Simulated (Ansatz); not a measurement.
Molecular dynamics on a 2×2×3 supercell (24 atoms) of SiC (rocksalt), relaxed with r2SCAN. Forces come from PBE in Ansatz: a Nosé-Hoover thermostat at fixed volume, 1000 K, steps of 2 fs. Computed, non-magnetic; the trajectory is short and the cell small, so nothing here is a converged average. The structure comes from a prototype and may be hypothetical.

```yaml
crystal:
  lattice:
    - [0.0, 4.0277375898, 4.0277375898]
    - [4.0277375898, 0.0, 4.0277375898]
    - [6.0416063847, 6.0416063847, 0.0]
  atoms:
    - { symbol: Si, position: [0.0, 0.0, 0.0] }
    - { symbol: C, position: [0.25, 0.25, 0.1666666667] }
    - { symbol: Si, position: [0.0, 0.0, 0.3333333333] }
    - { symbol: C, position: [0.25, 0.25, 0.5] }
    - { symbol: Si, position: [0.0, 0.0, 0.6666666667] }
    - { symbol: C, position: [0.25, 0.25, 0.8333333333] }
    - { symbol: Si, position: [0.0, 0.5, 0.0] }
    - { symbol: C, position: [0.25, 0.75, 0.1666666667] }
    - { symbol: Si, position: [0.0, 0.5, 0.3333333333] }
    - { symbol: C, position: [0.25, 0.75, 0.5] }
    - { symbol: Si, position: [0.0, 0.5, 0.6666666667] }
    - { symbol: C, position: [0.25, 0.75, 0.8333333333] }
    - { symbol: Si, position: [0.5, 0.0, 0.0] }
    - { symbol: C, position: [0.75, 0.25, 0.1666666667] }
    - { symbol: Si, position: [0.5, 0.0, 0.3333333333] }
    - { symbol: C, position: [0.75, 0.25, 0.5] }
    - { symbol: Si, position: [0.5, 0.0, 0.6666666667] }
    - { symbol: C, position: [0.75, 0.25, 0.8333333333] }
    - { symbol: Si, position: [0.5, 0.5, 0.0] }
    - { symbol: C, position: [0.75, 0.75, 0.1666666667] }
    - { symbol: Si, position: [0.5, 0.5, 0.3333333333] }
    - { symbol: C, position: [0.75, 0.75, 0.5] }
    - { symbol: Si, position: [0.5, 0.5, 0.6666666667] }
    - { symbol: C, position: [0.75, 0.75, 0.8333333333] }
kpoints:
  mp_grid: { grid: [4, 4, 2] }
hamiltonian:
  xc: pbe
scf:
  occupations: { method: fermi_dirac, width: 0.086 }
md:
  ensemble: nvt_nose_hoover
  temperature: 1000
  timestep: 2.0
  n_steps: 30
  initial_velocities: maxwell_boltzmann
  seed: 5153
```

Command: `ansatz run input.yaml --threads 4 --pin off --max-ram 3686MiB --backend cpu --events-out ev --progress --plain --runs-dir out`. Wall time 3.7 min on 4 threads of Arm Neoverse N1, with other jobs on the host; peak host memory 0.8 GiB.

```csv
step,t (fs),T (K),free energy F from step 0 (meV/atom),kinetic energy (meV/atom),largest force (eV/Å)
0,0,1000,0.0,123.9,0.00
1,2,966,4.2,119.7,0.93
2,4,869,16.3,107.7,2.02
3,6,727,34.2,90.0,3.21
4,8,569,54.1,70.5,4.35
5,10,435,70.9,53.9,5.12
6,12,357,80.7,44.3,5.23
7,14,341,82.6,42.3,4.62
8,16,367,79.2,45.5,3.54
9,18,403,74.7,49.9,2.41
10,20,422,72.4,52.3,2.37
11,22,417,73.4,51.6,2.53
12,24,391,76.9,48.4,2.70
13,26,358,81.3,44.3,2.88
14,28,335,84.5,41.5,3.03
15,30,333,85.0,41.3,3.18
16,32,358,82.2,44.3,3.17
17,34,403,76.7,50.0,2.91
18,36,456,70.5,56.5,2.55
19,38,499,65.5,61.9,2.63
20,40,523,63.1,64.8,2.63
21,42,526,63.3,65.2,2.51
22,44,518,65.0,64.2,2.68
23,46,512,66.4,63.5,2.74
24,48,522,65.9,64.7,2.76
25,50,553,62.8,68.4,3.11
26,52,600,57.6,74.3,3.33
27,54,652,51.8,80.7,3.33
28,56,694,47.4,86.0,3.11
29,58,716,45.7,88.7,2.71
30,60,711,47.2,88.1,2.49
```

The temperature starts at 1000 K, is lowest at step 15 (333 K, 30 fs) and ends at 711 K. The thermostat hasn't had time to restore it. The atoms start on their lattice sites with kinetic energy alone, so much of it first passes into potential energy. By the last step the atoms have moved 0.10 Å in the root mean square, the drift of the whole cell taken out, 0.24 Å at most.

Positions (Å) and forces (eV/Å) at step 30:
```
Si  -0.133   0.049   0.040     0.609  -2.069  -1.238
C    1.999   1.948   2.072     0.776   0.311  -0.587
Si   2.031   2.004   0.044    -0.310  -0.058  -0.803
C    4.035   4.029   2.030     0.278  -0.345  -0.164
Si   4.043   4.027   0.010    -0.224   0.382  -0.562
C    5.949   6.064   1.924     0.596   0.070   1.632
Si   1.961  -0.035   2.033     0.594   0.300  -0.558
C    4.024   1.844   3.999     0.584   2.302   0.008
Si   4.038   2.012   2.008     0.207  -0.409   0.283
C    6.025   3.946   4.106     0.103   0.289  -0.464
Si   6.018   4.013   1.905     0.201  -0.098   0.751
C    7.987   6.019   4.049    -0.477   0.183  -0.263
Si   0.088   2.019   2.024    -1.419   0.017   0.050
C    2.234   4.130   4.006    -1.873  -1.088   0.199
Si   2.030   4.004   2.041    -0.480   0.672   0.318
C    4.140   6.129   4.012    -1.105  -0.578   0.145
Si   4.004   6.038   2.009    -0.424   0.407   0.103
C    6.025   8.120   4.013     0.469  -0.078  -0.745
Si   2.095   2.028   4.002    -0.897   0.435   1.008
C    4.013   3.956   6.036     0.393   0.574   0.071
Si   4.064   4.077   4.029     0.895  -0.165   0.275
C    6.017   6.021   6.015     0.263   0.456   0.370
Si   6.018   6.033   4.062     0.957   0.038  -0.351
C    7.951   8.162   5.974     0.284  -1.548   0.522
```
